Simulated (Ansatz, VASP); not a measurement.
# Cross-check of CdSe (Cadmoselite) between VASP and Ansatz

One calculation is typed for both programs; each brings its own data sets and cutoff. How far apart do they land? Other levels of theory on this material are compared in a session of their own.

Method: plane waves, with VASP 6.6.1 beside it; single point at PBEsol, in Ansatz 0.2.0.

The database entry behind the starting cell has ideal inner coordinates that were not refined, so it need not match the best structure at ambient conditions.

### Step 1. Starting point

It takes space group P6_3mc (No. 186, hexagonal). The conventional cell has a = 4.299 Å, b = 4.299 Å, c = 7.015 Å, α = 90.00°, β = 90.00°, γ = 120.00°. Nearest to Cd lie 4 Se at 2.63 Å. Nearest to Se lie 4 Cd at 2.63 Å. Farther neighbours and most contacts between anions are not listed.

As a file:

```cif
data_structure
_symmetry_space_group_name_H-M 'P 1'
_symmetry_Int_Tables_number 1
_cell_length_a 4.2985
_cell_length_b 4.2985
_cell_length_c 7.0152
_cell_angle_alpha 90.000
_cell_angle_beta 90.000
_cell_angle_gamma 120.000
_cell_volume 112.25
loop_
_atom_site_label
_atom_site_type_symbol
_atom_site_fract_x
_atom_site_fract_y
_atom_site_fract_z
_atom_site_occupancy
Cd1 Cd 0.33333 0.66667 0.50000 1
Cd2 Cd 0.66667 0.33333 0.00000 1
Se3 Se 0.33333 0.66667 0.87500 1
Se4 Se 0.66667 0.33333 0.37500 1
```

### Step 2. Ansatz: single point, PBEsol

Ansatz runs on its default PAW (the set named soft_2) files.

With cell and atoms fixed, the geometry can't cause a difference; cores, projectors, grids and the points listed under the comparison can.

File input.yaml:

```yaml
crystal:
  lattice:
    - [4.2985, 0.0, 0.0]
    - [-2.14925, 3.7226101982, 0.0]
    - [0.0, 0.0, 7.0152]
  atoms:
    - { symbol: Cd, position: [0.3333333333, 0.6666666667, 0.5] }
    - { symbol: Cd, position: [0.6666666667, 0.3333333333, 0.0] }
    - { symbol: Se, position: [0.3333333333, 0.6666666667, 0.875] }
    - { symbol: Se, position: [0.6666666667, 0.3333333333, 0.375] }
hamiltonian:
  xc: pbesol
  pseudopotentials: { kind: paw }
kpoints:
  mp_grid: { grid: [6, 6, 4] }
scf:
  occupations: { method: gaussian, width: 0.05 }
  n_extra_bands: 5
output:
  forces: true
  stress: true
  eigenvalues: true
```

Run with:

```bash
$ ansatz run input.yaml --threads 2 --pin off --max-ram 4608MiB --backend cpu --events-out ev --progress --plain --runs-dir out
```

Numbers of over 12 decimals in the logs are rounded to 6 here.

Output:

```text
scf.n_extra_bands = 5 over 36 filled bands (N_el = 72.0): the run solves 41 bands
Engine: ansatz 0.2.0, aarch64-unknown-linux-gnu
Pseudopotentials: kind: paw
Pseudopotential: Cd, paw, valence charge 20, recommended cutoff 420 eV (normal), Cd.paw.azcp
Pseudopotential: Se, paw, valence charge 16, recommended cutoff 420 eV (normal), Se.paw.azcp
Functional definition: PBEsol
  exchange = pbesol_x
  correlation = pbesol_c
Crystal: 4 atoms, lattice volume = 112.255 Å³
Basis set: ecut = 420 eV, 2189 PW (Γ), exchange–correlation on 60×60×96 points (8 copies of the dense FFT grid, shifted against one another)
Bands: 41, of which v1, the nominal top of the filled ones, is band 36 counted from 1 (35 counted from 0)
Symmetry: 12 space group operations
Space group: P63mc (ITA 186), of the structure as read, at distance tolerance 4.8e-5 Å
k-points: 21 of 144 (time reversal used)
Non-local potential: Cd, projectors of the file, l = 0: 3, l = 1: 2, l = 2: 2, l = 3: 1
Non-local potential: Se, projectors of the file, l = 0: 2, l = 1: 2, l = 2: 3, l = 3: 1
PAW form: soft (Blöchl's): semilocal exchange-correlation on the pseudo side does not see the compensation charge
PAW frozen core: Cd, regenerated for the run's functional, and the local potential with it (the file was generated under x = pbe(κ = 0.804, μ = 0.219515), c = pbe(β = 0.066725))
PAW frozen core: Se, regenerated for the run's functional, and the local potential with it (the file was generated under x = pbe(κ = 0.804, μ = 0.219515), c = pbe(β = 0.066725))
PAW one-centre angular grid: Cd, 590 points (default); XC on 64 Gauss nodes
PAW one-centre angular grid: Se, 590 points (default); XC on 64 Gauss nodes
Initial density: superposition of atomic densities (neutral atoms: chi_scale 0, normalization atom), corrected by the library's trained network
Initial wavefunctions: pseudopotential atomic-orbital guess
Functional: x = pbesol(κ = 0.804, μ = 0.123457), c = pbesol(β = 0.046)
SCF iter   1: F=—  HF=-27218.817418 eV  |F-HF|=—  |Δ(HF+E_count)|=         —  Δρ=4.17e-3  dr2=2.32e-2  ethr=1.77e-3  ⟨swp⟩=6.0  Hψ=2993  notcnv=0
preconditioner: auto → Resta (q_TF=auto, 2.534 Å⁻¹)  ε∞=4.7  [insulator: Δε(μ)=0.500 eV  Ē_g=10.967 eV  σ=0.050 eV  W_gap=1.00  n_scr=34 (ndim 8)  ℏωp=21.0 eV  f_vac=0.202  D(μ)=0.00/eV (n_scr^D=0)  ε∞_Penn≈4.7]
SCF iter   2: F=—  HF=-27218.811778 eV  |F-HF|=—  |Δ(HF+E_count)|=   5.64e-3  Δρ=1.64e-3  dr2=4.58e-3  ethr=3.22e-5  ⟨swp⟩=2.2  Hψ=1519  notcnv=0  defer=16
SCF iter   3: F=—  HF=-27218.810940 eV  |F-HF|=—  |Δ(HF+E_count)|=   8.38e-4  Δρ=5.53e-4  dr2=5.50e-4  ethr=6.36e-6  ⟨swp⟩=2.0  Hψ=1065  notcnv=0  defer=16
SCF iter   4: F=—  HF=-27218.811068 eV  |F-HF|=—  |Δ(HF+E_count)|=   1.29e-4  Δρ=1.90e-4  dr2=5.83e-5  ethr=7.64e-7  ⟨swp⟩=2.0  Hψ=1219  notcnv=0  defer=16
SCF iter   5: F=—  HF=-27218.811152 eV  |F-HF|=—  |Δ(HF+E_count)|=   8.33e-5  Δρ=8.53e-5  dr2=1.00e-5  ethr=8.10e-8  ⟨swp⟩=2.0  Hψ=1410  notcnv=0  defer=16
SCF iter   6: F=—  HF=-27218.811160 eV  |F-HF|=—  |Δ(HF+E_count)|=   8.77e-6  Δρ=2.83e-5  dr2=9.77e-7  ethr=1.39e-8  ⟨swp⟩=2.0  Hψ=1429  notcnv=0  defer=16
SCF iter   7: F=-27218.811163 eV  HF=-27218.811163 eV  |F-HF|=1.46e-7  |Δ(HF+E_count)|=   2.20e-6  Δρ=5.73e-6  dr2=5.73e-8  ethr=1.39e-10  ⟨swp⟩=7.0  Hψ=3827  notcnv=0
SCF 1 converged in 7 iterations: F = -27218.811163 eV  dr2 = 5.73e-8
  greatest PAW one-centre occupation: 1.000 electrons in one spin orbital (limit 2), on the Cd atom at site 1 (counted from 0), in its partial waves of l = 0
SCF converged after 7 iterations
Free energy (F): -27218.811163 eV
Harris-Foulkes:  -27218.811163 eV  (|F-HF|=1.46e-7)
Internal energy: -27218.811163 eV  (E = F + TS)
E sigma→0 (E₀):  -27218.811163 eV
Fermi energy:    7.656349 eV
--- Per-component energies (eV) ---
  E_band       = -1787.317061
  E_kinetic    = 1247.250893
  E_local      = -12771.208622  (includes V_loc(G=0)·N_el)
  E_nonlocal   = -1112.125962
  E_hartree    = 6065.172198
  E_xc         = -557.156292
  E_vxc        = -637.723156  (∫ρ·V_xc dr)
  E_paw        = -11763.655169  (= ΣΔE_a)
  E_vpaw       = -643.851787  (= ΣTr[D̂ρ^β])
  E_aug_tail   = -0.001178  (compensation charges beyond the density's cutoff)
  E_ewald      = -8329.787850
  E_core_change = 2.700820  (= ΣΔE_core)
  E_smearing   = -0.000000  (= −TS)
  E_closure    = 0.000000  (closes the sum)
  Σ components = -27218.811163   (vs F -27218.811163, Δ=0.00e0)
--- Forces (eV/Å), atoms counted from 1 ---
  atom   1  Cd    -0.00000000    -0.00000000    -0.02230952
  atom   2  Cd    -0.00000000     0.00000000    -0.02230952
  atom   3  Se     0.00000000    -0.00000000     0.02233698
  atom   4  Se     0.00000000     0.00000000     0.02233698
  max |Σ_I F_I| component: 5.49e-5 eV/Å
--- Stress (GPa, compression-positive) ---
        0.090879       0.000000       0.000000
        0.000000       0.090879       0.000000
        0.000000       0.000000       0.218775
  P = ⅓ Tr σ = 0.1335 GPa (1.335 kbar)
--- Band table (eV; the first three rows and the last of 21) ---
  k-point 0: bands = [... 32 lower, 6.6048, 7.3281, 7.3846, 7.3846, 7.9249, 9.4946, 13.1771, 13.1771, ... 1 higher]
  k-point 1: bands = [... 32 lower, 6.7103, 6.7103, 7.2606, 7.2606, 9.0137, 9.5877, 13.0176, 13.2669, ... 1 higher]
  k-point 2: bands = [... 32 lower, 6.9763, 6.9763, 6.9763, 6.9763, 9.6660, 9.6660, 13.1256, 13.1256, ... 1 higher]
  k-point 20: bands = [... 32 lower, 4.9015, 4.9015, 6.2343, 6.2343, 11.0549, 11.0549, 13.0635, 13.0635, ... 1 higher]
```

Run time: 4.3 s. Hardware: 2 threads of Arm Neoverse V1, shared host; peak memory 0.38 GiB; 8.4 s of CPU time.

The run ends at a pressure of 0.13 GPa, with forces up to 0.022 eV/Å.

### Step 3. VASP: single point, PBEsol

The same cell, functional, mesh and smearing now go to VASP, with its own data sets and cutoff.

Lines of VASP's logs that name or quote its potential files are left out, and so is its time.

File INCAR:

```
SYSTEM = CdSe
PREC = Accurate
ENCUT = 400
EDIFF = 1E-05
NELM = 100
ISMEAR = 0
SIGMA = 0.05
LREAL = .FALSE.
ALGO = Normal
GGA = PS
NBANDS = 24
LORBIT = 11
LWAVE = .FALSE.
LCHARG = .FALSE.
KPAR = 8
```

File POSCAR:

```
CdSe
1.0
    4.2985000000      0.0000000000      0.0000000000
   -2.1492500000      3.7226101982      0.0000000000
    0.0000000000      0.0000000000      7.0152000000
Cd Se
2 2
Direct
    0.3333333333      0.6666666667      0.5000000000
    0.6666666667      0.3333333333      0.0000000000
    0.3333333333      0.6666666667      0.8750000000
    0.6666666667      0.3333333333      0.3750000000
```

File KPOINTS:

```
Automatic mesh
0
Gamma
6 6 4
0 0 0
```

Potentials, in the order of the species: Cd and Se (PBE family, release 64).

Run with:

```bash
$ mpirun -np 8 vasp_std
```

Output:

```text
[banner, memory and clock lines left out]
running    8 mpi-ranks, on    1 nodes
 distrk:  each k-point on    1 cores,    8 groups
 distr:  one band on    1 cores,    1 groups

 POSCAR found type information on POSCAR CdSe
 POSCAR found :  2 types and       4 ions
|                                                                             |
|           W    W    AA    RRRRR   N    N  II  N    N   GGGG   !!!           |
|           W    W   A  A   R    R  NN   N  II  NN   N  G    G  !!!           |
|           W    W  A    A  R    R  N N  N  II  N N  N  G       !!!           |
|           W WW W  AAAAAA  RRRRR   N  N N  II  N  N N  G  GGG   !            |
|           WW  WW  A    A  R   R   N   NN  II  N   NN  G    G                |
|           W    W  A    A  R    R  N    N  II  N    N   GGGG   !!!           |
|                                                                             |
|     For optimal performance we recommend to set                             |
|       NCORE = 2 up to number-of-cores-per-socket                            |
|     NCORE specifies how many cores store one orbital (NPAR=cpu/NCORE).      |
|     This setting can greatly improve the performance of VASP for DFT.       |
|     The default, NCORE=1 might be grossly inefficient on modern             |
|     multi-core architectures or massively parallel machines. Do your        |
|     Unfortunately you need to use the default for GW and RPA                |
|     calculations (for HF NCORE is supported but not extensively tested      |
|     yet).                                                                   |
|                                                                             |

|                                                                             |
|               ----> ADVICE to this user running VASP <----                  |
|                                                                             |
|     You enforced a specific xc type in the INCAR file but a different       |
|     [... a line on the potential file left out ...]
|     I HOPE YOU KNOW WHAT YOU ARE DOING!                                     |
|                                                                             |

 LDA part: xc-table for (Slater+PW92), standard interpolation
 POSCAR, INCAR and KPOINTS ok, starting setup
 FFT: planning ... GRIDC
 FFT: planning ... GRID_SOFT
 FFT: planning ... GRID
 WAVECAR not read
 entering main loop
       N       E                     dE             d eps       ncg     rms          rms(c)
DAV:   1     0.206612947696E+03    0.20661E+03   -0.14951E+04  1008   0.110E+03
DAV:   2    -0.335769815076E+01   -0.20997E+03   -0.20519E+03  1184   0.298E+02
DAV:   3    -0.130429403192E+02   -0.96852E+01   -0.96630E+01  1224   0.669E+01
DAV:   4    -0.131046088727E+02   -0.61669E-01   -0.61663E-01  1152   0.515E+00
DAV:   5    -0.131050822848E+02   -0.47341E-03   -0.47340E-03  1216   0.402E-01    0.853E+00
DAV:   6    -0.123828004267E+02    0.72228E+00   -0.15206E+00  1312   0.130E+01    0.679E+00
DAV:   7    -0.123454893985E+02    0.37311E-01   -0.52855E-01  1128   0.392E+00    0.282E+00
DAV:   8    -0.123413685254E+02    0.41209E-02   -0.60560E-02  1112   0.266E+00    0.359E-01
DAV:   9    -0.123407394308E+02    0.62909E-03   -0.85000E-03  1216   0.115E+00    0.111E-01
DAV:  10    -0.123407683293E+02   -0.28899E-04   -0.81319E-04  1120   0.315E-01    0.629E-02
DAV:  11    -0.123408314145E+02   -0.63085E-04   -0.18421E-04  1120   0.980E-02    0.250E-02
DAV:  12    -0.123408165409E+02    0.14874E-04   -0.77720E-05  1216   0.977E-02    0.849E-03
DAV:  13    -0.123408191359E+02   -0.25949E-05   -0.11877E-05   904   0.186E-02
   1 F= -.12340819E+02 E0= -.12340819E+02  d E =-.126398E-12
```

Parts of OUTCAR (step 3):

```text
ion  position               nearest neighbor table
   1  0.333  0.667  0.500-   3 2.63   4 2.63   4 2.63   4 2.63
   2  0.667  0.333  0.000-   4 2.63   3 2.63   3 2.63   3 2.63
   3  0.333  0.667  0.875-   1 2.63   2 2.63   2 2.63   2 2.63
   4  0.667  0.333  0.375-   2 2.63   1 2.63   1 2.63   1 2.63

  LATTYP: Found a hexagonal cell.
 ALAT       =     4.2985000000
 C/A-ratio  =     1.6320111667

 Subroutine GETGRP returns: Found 12 space group operations
 (whereof  6 operations were pure point group operations)

The static configuration has the point symmetry C_3v.
 The point group associated with its full space group is C_6v.

 Found     21 irreducible k-points:

   k-points           NKPTS =     21   k-points in BZ     NKDIM =     21   number of bands    NBANDS=     24

   dimension x,y,z NGX =    28 NGY =   28 NGZ =   48
   dimension x,y,z NGXF=    56 NGYF=   56 NGZF=   96

   ENCUT  =  400.0 eV  29.40 Ry    5.42 a.u.   7.01  7.01 11.44*2*pi/ulx,y,z

   NELECT =      36.0000    total number of electrons

 k-points in reciprocal lattice and weights: Automatic mesh
   0.00000000  0.00000000  0.00000000       0.007
   0.16666667 -0.00000000  0.00000000       0.042
   0.33333333 -0.00000000  0.00000000       0.042
   0.50000000 -0.00000000  0.00000000       0.021
   0.16666667  0.16666667  0.00000000       0.042
   0.33333333  0.16666667  0.00000000       0.083
   0.33333333  0.33333333  0.00000000       0.014
   0.00000000  0.00000000  0.25000000       0.014
   0.16666667 -0.00000000  0.25000000       0.083
[...]
0.33333333  0.16666667  0.50000000       0.083
   0.33333333  0.33333333  0.50000000       0.014

 average (electrostatic) potential at core
       1 -39.8717       2 -39.8717       3 -56.4060       4 -56.4060

 E-fermi :   1.0744

 k-point     1 :       0.0000    0.0000    0.0000
  band No.  band energies     occupation
    ...
     14       0.0574      2.00000
     15       0.0574      2.00000
     16       0.7842      2.00000
     17       0.8406      2.00000
     18       0.8406      2.00000
     19       1.3799      0.00000
     20       2.9433      0.00000
     21       6.6134      0.00000
     22       6.6134      0.00000
     23       6.8966      0.00000
    ...

 k-point     2 :       0.1667   -0.0000    0.0000
  band No.  band energies     occupation
    ...
     14      -1.0091      2.00000
     15      -0.6064      2.00000
     16      -0.2686      2.00000
     17       0.5710      2.00000
     18       0.6448      2.00000
     19       2.7432      0.00000
     20       3.9156      0.00000
     21       5.9748      0.00000
     22       6.9800      0.00000
     23       6.9832      0.00000
    ...

 k-point     3 :       0.3333   -0.0000    0.0000
  band No.  band energies     occupation
    ...
     14      -2.2767      2.00000
     15      -1.8602      2.00000
     16      -0.8137      2.00000
     17      -0.0444      2.00000
     18       0.2583      2.00000
     19       3.7402      0.00000
     20       4.1864      0.00000
     21       5.7904      0.00000
     22       6.5797      0.00000
     23       7.2439      0.00000
    ...

  Total        0.0454498      0.0454498      0.1416458      0.0000000     -0.0000000      0.0000000
  in kB        0.6486915      0.6486915      2.0216673      0.0000000     -0.0000000      0.0000000
  external PRESSURE =       1.1063501 kB  Pullay stress =       0.0000000 kB

  energy-cutoff  :      400.00
  volume of cell :      112.25
      direct lattice vectors                 reciprocal lattice vectors
     4.298500000  0.000000000  0.000000000     0.232639293  0.134314358  0.000000000
    -2.149250000  3.722610198  0.000000000     0.000000000  0.268628717  0.000000000
     0.000000000  0.000000000  7.015200000     0.000000000  0.000000000  0.142547611

 POSITION                                       TOTAL-FORCE (eV/Angst)
 -----------------------------------------------------------------------------------
     -0.00000      2.48174      3.50760         0.000000     -0.000000     -0.021908
      2.14925      1.24087      0.00000        -0.000000      0.000000     -0.021908
     -0.00000      2.48174      6.13830         0.000000      0.000000      0.021908
      2.14925      1.24087      2.63070         0.000000      0.000000      0.021908
 -----------------------------------------------------------------------------------
    total drift:                                0.000000     -0.000000      0.000053

  FREE ENERGIE OF THE ION-ELECTRON SYSTEM (eV)
  ---------------------------------------------------
  free  energy   TOTEN  =       -12.3408191359 eV

  energy  without entropy=      -12.3408191359  energy(sigma->0) =      -12.34081914

 total charge
# of ion       s       p       d       tot
------------------------------------------
    1        0.448   0.319   9.547  10.314
    2        0.448   0.319   9.547  10.314
    3        1.445   2.381   0.023   3.848
    4        1.445   2.381   0.023   3.848
--------------------------------------------------
tot          3.785   5.399  19.140  28.325

[... 3 further parts left out ...]
```

The run ends at a pressure of 0.11 GPa, with forces up to 0.022 eV/Å.

### Step 4. Differences

Known differences besides the potentials themselves: the data sets hold 72 valence electrons in Ansatz (default PAW (the set named soft_2) files) and 36 in VASP; the cutoff is 420 eV in Ansatz and 400 eV in VASP; Ansatz makes its cores anew for this functional, VASP keeps those of its PBE data sets; VASP leaves aspherical gradient terms in its spheres out (LASPH is not set), Ansatz keeps them. Total energies have different zeros and are not compared.

Both answers:

```csv
quantity,Ansatz,VASP,difference
pressure (GPa),0.13,0.11,+0.02
gap on the k mesh (eV),0.540,0.539,+0.001
```

A gap on the mesh is an upper bound, since the band edges may lie between its points. Ansatz's pressure holds a Pulay correction of 0.03 GPa; VASP's holds none.

### Step 5. Summary of results

| Item | Value |
| --- | --- |
| difference in gap on the k mesh (single point, PBEsol) | 0.0010 eV |

The difference in gap on the k mesh is 0.0010 eV (single point, PBEsol), within the 0.08 eV picked in this series as the mark of a large difference. 8 further runs of this series are not shown here. Such differences can come from data sets, numerical settings and the points named under the comparisons, not from the functional's error against experiment.

[Lines on the potential files, build, host, timing and source positions are cut from VASP's logs without a mark.]

[Logs are printed without paths, hosts, clocks, repeated set-up lines and the standing remarks that a program may print on its own settings, such as how far it seeks lower states.]

[Hosts, paths, dates, database ids (printed as entryN), source tags and the programs' standing remarks are cut or masked in the printed files.]
